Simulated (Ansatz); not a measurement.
# Ti: a sweep of the smearing

How much do the results for Ti depend on the smearing?

Program: Ansatz 0.2.0. Level of theory: DFT, PBE, all-electron LAPW, scalar-relativistic. These are calculated values, not measurements.

1 further run of the same task is left out (it didn't finish). Runs told in other sessions of the task aren't counted.

### Step 1. The structure to begin with

The structure is hexagonal, space group P6_3/mmc (No. 194). Conventional cell: a = 2.950 Å, b = 2.950 Å, c = 4.686 Å, α = 90.00°, β = 90.00°, γ = 120.00°. Ti (site symmetry -6m2) is surrounded by 12 Ti at 2.90 to 2.95 Å.

As a file:

```
CELL_PARAMETERS angstrom
2.95000 0.00000 0.00000
-1.47500 2.55477 0.00000
0.00000 0.00000 4.68600
ATOMIC_POSITIONS crystal
Ti 0.33333 0.66667 0.25000
Ti 0.66667 0.33333 0.75000
```

The cell comes from a crystallographic database entry that wasn't checked; take it as a given geometry, which may be far from equilibrium.

Atoms are numbered in the order of the input: Ti1, Ti2.

### Step 2. With cold smearing of 0.15 eV

input.yaml

```yaml
crystal:
  lattice:
    - [2.9499978604, 0.0, 0.0]
    - [-1.4749989302, 2.5547730882, 0.0]
    - [0.0, 0.0, 4.686]
  atoms:
    - { symbol: Ti, position: [0.3333333333, 0.6666666667, 0.25] }
    - { symbol: Ti, position: [0.6666666667, 0.3333333333, 0.75] }
kpoints:
  mp_grid: { grid: [13, 13, 7] }
scf:
  occupations: { method: cold, width: 0.15 }
hamiltonian:
  xc: pbe
  pseudopotentials: { kind: all_electron, lapw: { basis_error: 0.0005 } }
output:
  forces: true
  stress: true
  eigenvalues: true
```

Started as:

```sh
ansatz run input.yaml --threads 1 --pin off --max-ram 2048MiB --backend cpu --events-out ev --progress --plain --runs-dir out
```

### Step 3. With Fermi–Dirac smearing of 0.28 eV

Edit input.yaml of step 2 so:

```diff
@@ -11,3 +11,3 @@
 scf:
-  occupations: { method: cold, width: 0.15 }
+  occupations: { method: fermi_dirac, width: 0.28 }
 hamiltonian:
```

### Step 4. With Gaussian smearing of 0.2 eV

Edit input.yaml of step 3 so:

```diff
@@ -11,3 +11,3 @@
 scf:
-  occupations: { method: fermi_dirac, width: 0.28 }
+  occupations: { method: gaussian, width: 0.2 }
 hamiltonian:
```

### Step 5. With Methfessel–Paxton smearing of 0.2 eV

Edit input.yaml of step 4 so:

```diff
@@ -11,3 +11,3 @@
 scf:
-  occupations: { method: gaussian, width: 0.2 }
+  occupations: { method: methfessel_paxton, width: 0.2 }
 hamiltonian:
```

### Step 6. With tetrahedron filling

Edit input.yaml of step 5 so:

```diff
@@ -11,3 +11,3 @@
 scf:
-  occupations: { method: methfessel_paxton, width: 0.2 }
+  occupations: { method: tetrahedron }
 hamiltonian:
```

(Steps that only read results are left out.)

Before running it: what results should come out? Wanted: pressure, lowest to highest.

The runs gave:

```
                                                                quantity                                            value
largest change of energy from «cold smearing of 0.15 eV» (zero smearing)  18.7 meV/atom (Fermi–Dirac smearing of 0.28 eV)
                                      pressure, lowest to highest (LAPW)                                -1.70 to 0.33 GPa
```

Across the runs the energy spans 18.8 meV/atom. The pressure spans 2.03 GPa (LAPW, the tetrahedron run left out, since its derivatives are unreliable).
